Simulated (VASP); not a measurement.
# Cs (Im-3m) in VASP: further runs

The runs below take Cs through single point, with PBE.

All numbers are computed with VASP 6.6.1; they aren't measurements. Logs are shortened: lines on timing, memory, paths and dates and some standing lists are left out, and cuts for length are marked.

### 1 The structure

The structure is cubic, space group Im-3m (No. 229). Conventional cell: a = 6.257 Å, b = 6.257 Å, c = 6.257 Å, α = 90.00°, β = 90.00°, γ = 90.00°.

### 2 Single point, PBE

The input, INCAR:

```
ADDGRID  = False        
ALGO     = Normal         # electronic algorithm
EDIFF    = 1E-6           # SCF threshold, eV
ENCUT    = 450            # plane-wave cutoff, eV
GGA      = PE             # functional
ISIF     = 2              # what is computed and relaxed
ISMEAR   = 0              # smearing method
LASPH    = True           # aspherical terms in the spheres
LCHARG   = False          # write CHGCAR
LREAL    = False          # projectors in reciprocal space
LWAVE    = False          # write WAVECAR
NBANDS   = 10             # bands
NELM     = 100            # most SCF steps
PREC     = Accurate       # precision mode
SIGMA    = 0.05           # smearing width, eV
```

The input, KPOINTS:

```
k-points
0
Gamma
  6 6 6
```

The input, POSCAR:

```
Cs
1.0
   -3.1284650614      3.1284650614      3.1284650614
    3.1284650614     -3.1284650614      3.1284650614
    3.1284650614      3.1284650614     -3.1284650614
Cs
1
Direct
    0.0000000000      0.0000000000      0.0000000000
```

Potentials or basis: VASP PAW PBE potentials, release 64 (Cs_sv).

Run with:

```sh
$ cat potpaw_PBE.64/Cs_sv/POTCAR > POTCAR
$ mpirun -np 1 vasp_std > vasp.out
```

OUTCAR:

```text
EDIFF = 1E-6
   ENCUT = 450
   GGA = PE
   ISIF = 2
   ISMEAR = 0
   LASPH = True
   LREAL = False
   NELM = 100
   PREC = Accurate

 Found     16 irreducible k-points:

 Following reciprocal coordinates:
            Coordinates               Weight
  0.000000  0.000000  0.000000      1.000000
  0.166667  0.000000  0.000000     12.000000
  0.333333  0.000000  0.000000     12.000000
  0.500000  0.000000  0.000000      6.000000
  0.166667  0.166667  0.000000     24.000000
  0.333333  0.166667  0.000000     48.000000
   k-points           NKPTS =     16   k-points in BZ     NKDIM =     16   number of bands    NBANDS=     10
   number of dos      NEDOS =    301   number of ions     NIONS =      1
   total plane-waves  NPLWV =  64000
   dimension x,y,z NGX =    40 NGY =   40 NGZ =   40
   dimension x,y,z NGXF=    80 NGYF=   80 NGZF=   80
   ions per type =               1
   NGX,Y,Z   is equivalent  to a cutoff of  12.27, 12.27, 12.27 a.u.
   NGXF,Y,Z  is equivalent  to a cutoff of  24.54, 24.54, 24.54 a.u.
 SYSTEM =  unknown system
   PREC   = accura    normal or accurate (medium, high low for compatibility)
   ISTART =      0    job   : 0-new  1-cont  2-samecut
   ICHARG =      2    charge: 1-file 2-atom 10-const
   ISPIN  =      1    spin polarized calculation?
   LNONCOLLINEAR =      F non collinear calculations
   LSORBIT =      F    spin-orbit coupling
   LASPH  =      T    aspherical Exc in radial PAW
   ENCUT  =  450.0 eV  33.07 Ry    5.75 a.u.   9.37  9.37  9.37*2*pi/ulx,y,z
   NELM   =    100;   NELMIN=  2; NELMDL= -5     # of ELM steps
   EDIFF  = 0.1E-05   stopping-criterion for ELM
   LREAL  =      F    real-space projection
   EDIFFG = 0.1E-04   stopping-criterion for IOM
   NSW    =      0    number of steps for IOM
   IBRION =     -1    ionic relax: 0-MD 1-quasi-New 2-CG
   NFREE  =      0    steps in history (QN), initial steepest desc. (CG)
   ISIF   =      2    stress and relaxation
   ISYM   =      2    0-nonsym 1-usesym 2-fastsym
   POTIM  = 0.5000    time-step for ionic-motion
   TEBEG  =    0.0;   TEEND  =   0.0 temperature during run
   PSTRESS=    0.0 pullay stress
   NELECT =       9.0000    total number of electrons
   NUPDOWN=      -1.0000    fix difference up-down
   EMIN   =  10.00;   EMAX   =-10.00  energy-range for DOS
   EFERMI =   0.00;   METHOD = LEGACY
   ISMEAR =     0;   SIGMA  =   0.05  broadening in eV -4-tet -1-fermi 0-gaus
   EFERMI_NEDOS =   21; number of points for ismear=-14 and -15
   IALGO  =     38    algorithm
   IMIX   =      4    mixing-type and parameters
     AMIX     =   0.40;   BMIX     =  1.00
     AMIX_MAG =   1.60;   BMIX_MAG =  1.00
  volume/ion in A,a.u.               =     122.48       826.51
  Fermi-wavevector in a.u.,A,eV,Ry     =   0.685706  1.295796  6.397353  0.470192
  Thomas-Fermi vector in A             =   1.765724
   LORBIT       =      0    0 simple, 1 ext, 2 COOP (PROOUT), +10 PAW based schemes
   GGA     = PE    functional components
   LHFCALC =     F    Hartree Fock is set to
   AEXX    =    0.0000 exact exchange contribution
   IVDW    =     0    specifies the selected vdW correction
   LEPSILON=     F    determine dielectric tensor
   LRPA    =     F    only Hartree local field effects (RPA)
 non-spin polarized calculation
 Gauss-broadening in eV      SIGMA  =   0.05
  energy-cutoff  :      450.00
  volume of cell :      122.48
 maximum number of plane-waves:      2718
 NGX is ok and might be reduce to    40
   NGX = 19   NGY = 19   NGZ = 19

 number of electron       8.9999999 magnetization

 Free energy of the ion-electron system (eV)
  ---------------------------------------------------
  ext. energy  EPLUGINS =         0.00000000
  ---------------------------------------------------
  free energy    TOTEN  =        -0.83595364 eV

  energy without entropy =       -0.82942455  energy(sigma->0) =       -0.83268909

 E-fermi :   0.3179     XC(G=0):  -5.2517

 val. band max:        0.1825589153   @ k =   0.1667   0.1667   0.1667
 cond. band min:       0.3247234512   @ k =   0.3333   0.1667   0.0000
 fundamental gap:      0.1421645359
 Fermi energy:         0.3178966088

 k-point     1 :       0.0000    0.0000    0.0000
  band No.  band energies     occupation
      1     -23.5920      2.00000
      2     -10.3443      2.00000
      3     -10.3443      2.00000
      4     -10.3443      2.00000
      5      -1.3128      2.00000
      6       2.7550      0.00000
      7       2.7550      0.00000
      8       2.7550      0.00000
      9       3.5698      0.00000
     10       3.5698      0.00000

 k-point     2 :       0.1667    0.0000    0.0000
  band No.  band energies     occupation
      1     -23.5908      2.00000
      2     -10.3725      2.00000
      3     -10.3536      2.00000
      4     -10.3442      2.00000
      5      -1.0301      2.00000
      6       2.4143      0.00000
      7       2.4862      0.00000
      8       3.0391      0.00000
      9       3.3573      0.00000
     10       3.5406      0.00000

 k-point     3 :       0.3333    0.0000    0.0000
  band No.  band energies     occupation
      1     -23.5883      2.00000
      2     -10.4275      2.00000
      3     -10.3721      2.00000
      4     -10.3442      2.00000
      5      -0.2909      2.00000
      6       1.6325      0.00000
      7       2.1013      0.00000
      8       3.4912      0.00000
      9       3.6712      0.00000
     10       3.8556      0.00000

 k-point     4 :       0.5000    0.0000    0.0000
  band No.  band energies     occupation
      1     -23.5871      2.00000
      2     -10.4543      2.00000
      3     -10.3813      2.00000
      4     -10.3442      2.00000
      5       0.3608      0.22508
      6       1.1126      0.00000
      7       1.9496      0.00000
      8       3.3860      0.00000
      9       3.9897      0.00000
     10       4.5036      0.00000

 k-point     5 :       0.1667    0.1667    0.0000
  band No.  band energies     occupation
      1     -23.5889      2.00000
      2     -10.4099      2.00000
      3     -10.3652      2.00000
      4     -10.3507      2.00000
      5      -0.5098      2.00000
      6       1.9123      0.00000
      7       2.1163      0.00000
      8       3.2638      0.00000
      9       3.5430      0.00000
     10       3.8342      0.00000

 k-point     6 :       0.3333    0.1667    0.0000
  band No.  band energies     occupation
      1     -23.5871      2.00000
      2     -10.4405      2.00000
      3     -10.3869      2.00000
      4     -10.3530      2.00000
      5       0.3247      0.84689
      6       1.3105      0.00000
      7       1.8228      0.00000
      8       3.3109      0.00000
      9       3.8122      0.00000
     10       4.2352      0.00000

 [... further k-points ...]
[... 5 lines left out ...]
  --------------------------------------------------------------------------------------
  -------------------------------------------------------------------------------------
  Total       -0.0583823     -0.0583823     -0.0583823      0.0000000      0.0000000     -0.0000000
  in kB       -0.7637263     -0.7637263     -0.7637263      0.0000000      0.0000000     -0.0000000
  external PRESSURE =      -0.7637263 kB  Pullay stress =       0.0000000 kB

 VOLUME and BASIS-vectors are now :
 -----------------------------------------------------------------------------
  energy-cutoff  :      450.00
  volume of cell :      122.48
      direct lattice vectors                 reciprocal lattice vectors
    -3.128465061  3.128465061  3.128465061     0.000000000  0.159822785  0.159822785
     3.128465061 -3.128465061  3.128465061     0.159822785  0.000000000  0.159822785
     3.128465061  3.128465061 -3.128465061     0.159822785  0.159822785  0.000000000

 POSITION                                       TOTAL-FORCE (eV/Angst)
 -----------------------------------------------------------------------------------
      0.00000      0.00000      0.00000         0.000000      0.000000      0.000000
 -----------------------------------------------------------------------------------
    total drift:                               -0.000000     -0.000000     -0.000000

  FREE ENERGIE OF THE ION-ELECTRON SYSTEM (eV)
  ---------------------------------------------------
  free  energy   TOTEN  =        -0.8359536446 eV

  energy  without entropy=       -0.8294245452  energy(sigma->0) =       -0.83268909
```

OSZICAR:

```text
N       E                     dE             d eps       ncg     rms          rms(c)
DAV:   1     0.521278130223E+02    0.52128E+02   -0.25961E+03   320   0.545E+02
DAV:   2     0.427009714223E+01   -0.47858E+02   -0.47146E+02   416   0.104E+02
DAV:   3    -0.762889258458E+00   -0.50330E+01   -0.50288E+01   358   0.400E+01
DAV:   4    -0.833533932354E+00   -0.70645E-01   -0.70636E-01   432   0.554E+00
DAV:   5    -0.833841728287E+00   -0.30780E-03   -0.30779E-03   416   0.341E-01    0.129E-01
DAV:   6    -0.834668531069E+00   -0.82680E-03   -0.12705E-03   422   0.171E-01    0.903E-02
DAV:   7    -0.835869596708E+00   -0.12011E-02   -0.35853E-03   342   0.298E-01    0.345E-02
DAV:   8    -0.835952906445E+00   -0.83310E-04   -0.12229E-04   368   0.662E-02    0.423E-03
DAV:   9    -0.835954272059E+00   -0.13656E-05   -0.39454E-06   494   0.103E-02    0.273E-03
DAV:  10    -0.835953644584E+00    0.62748E-06   -0.91330E-07   358   0.433E-03
   1 F= -.83595364E+00 E0= -.83268909E+00  d E =-.652910E-02
```

stdout:

```text
POSCAR found type information on POSCAR Cs
 POSCAR found :  1 types and       1 ions
 scaLAPACK will be used
 LDA part: xc-table for (Slater+PW92), standard interpolation
 POSCAR, INCAR and KPOINTS ok, starting setup
 FFT: planning ... GRIDC
 FFT: planning ... GRID_SOFT
 FFT: planning ... GRID
 WAVECAR not read
 entering main loop
```

Run time: 14 s. Hardware: 1 thread of Intel Xeon Platinum 8375C at 2.90GHz (Ice Lake), shared host; peak memory 0.22 GiB.

These settings aren't checked as converged: the numbers below hold their error.

Results:

* Free energy: -0.8360 eV
* Pressure: -0.1 GPa
* Band gap on the k mesh: none (metal or under the smearing width)

### 3 Single point, PBE

Edit INCAR of step 2 so:

```diff
@@ -14,2 +14,2 @@
 PREC     = Accurate       # precision mode
-SIGMA    = 0.05           # smearing width, eV
+SIGMA    = 0.02           # smearing width, eV
```

KPOINTS is that of step 2.

POSCAR is that of step 2.

Potentials or basis: VASP PAW PBE potentials, release 64 (Cs_sv).

Run with:

```sh
$ cat potpaw_PBE.64/Cs_sv/POTCAR > POTCAR
$ mpirun -np 1 vasp_std > vasp.out
```

It took 15 s on 1 thread of Intel Xeon Platinum 8375C at 2.90GHz (Ice Lake), shared host; peak memory 0.22 GiB.

These settings aren't checked as converged: the numbers below hold their error.

What came out:

```yaml
Free_energy: -0.8321 eV
Pressure: -0.1 GPa
Band_gap_on_the_k_mesh: none (metal or under the smearing width)
```

### 4 Single point, PBE

Edit INCAR of step 3 so:

```diff
@@ -13,3 +13,3 @@
 NELM     = 100            # most SCF steps
-PREC     = Accurate       # precision mode
-SIGMA    = 0.02           # smearing width, eV
+PREC     = Low            # precision mode
+SIGMA    = 0.15           # smearing width, eV
```

KPOINTS is that of step 3.

POSCAR is that of step 3.

Run with:

```sh
$ cat potpaw_PBE.64/Cs_sv/POTCAR > POTCAR
$ mpirun -np 1 vasp_std > vasp.out
```

It took 4.8 s on 1 thread of Intel Xeon Platinum 8375C at 2.90GHz (Ice Lake), shared host; peak memory 0.12 GiB.

The run converged, but some of its settings lie outside the range that counts as converged, so its numbers aren't taken as properties of the crystal.

What came out:

```yaml
Free_energy: -0.8493 eV
Pressure: -0.1 GPa
Band_gap_on_the_k_mesh: none (metal or under the smearing width)
```

### 5 Single point, PBE

Edit INCAR of step 4 so:

```diff
@@ -13,3 +13,3 @@
 NELM     = 100            # most SCF steps
-PREC     = Low            # precision mode
+PREC     = Normal         # precision mode
 SIGMA    = 0.15           # smearing width, eV
```

KPOINTS is that of step 4.

POSCAR is that of step 4.

Run with:

```sh
$ cat potpaw_PBE.64/Cs_sv/POTCAR > POTCAR
$ mpirun -np 1 vasp_std > vasp.out
```

Wall time 6.8 s (1 thread of Intel Xeon Platinum 8375C at 2.90GHz (Ice Lake), shared host); peak memory 0.15 GiB.

The run converged, but some of its settings lie outside the range that counts as converged, so its numbers aren't taken as properties of the crystal.

Results:

| Item | Value |
| --- | --- |
| Free energy | -0.8499 eV |
| Pressure | -0.1 GPa |
| Band gap on the k mesh | none (metal or under the smearing width) |

### 6 Single point, PBE

Edit INCAR of step 5 so:

```diff
@@ -9,3 +9,3 @@
 LCHARG   = False          # write CHGCAR
-LREAL    = False          # projectors in reciprocal space
+LREAL    = Auto         
 LWAVE    = False          # write WAVECAR
@@ -13,3 +13,3 @@
 NELM     = 100            # most SCF steps
-PREC     = Normal         # precision mode
+PREC     = Accurate       # precision mode
 SIGMA    = 0.15           # smearing width, eV
```

KPOINTS is that of step 5.

POSCAR is that of step 5.

Potentials or basis: VASP PAW PBE potentials, release 64 (Cs_sv).

Run with:

```sh
$ cat potpaw_PBE.64/Cs_sv/POTCAR > POTCAR
$ mpirun -np 1 vasp_std > vasp.out
```

Wall time 20 s (1 thread of Intel Xeon Platinum 8375C at 2.90GHz (Ice Lake), shared host); peak memory 0.22 GiB.

The run converged, but some of its settings lie outside the range that counts as converged, so its numbers aren't taken as properties of the crystal.

What came out:

```
Free energy            : -0.8498 eV
Pressure               : -0.1 GPa
Band gap on the k mesh : none (metal or under the smearing width)
```
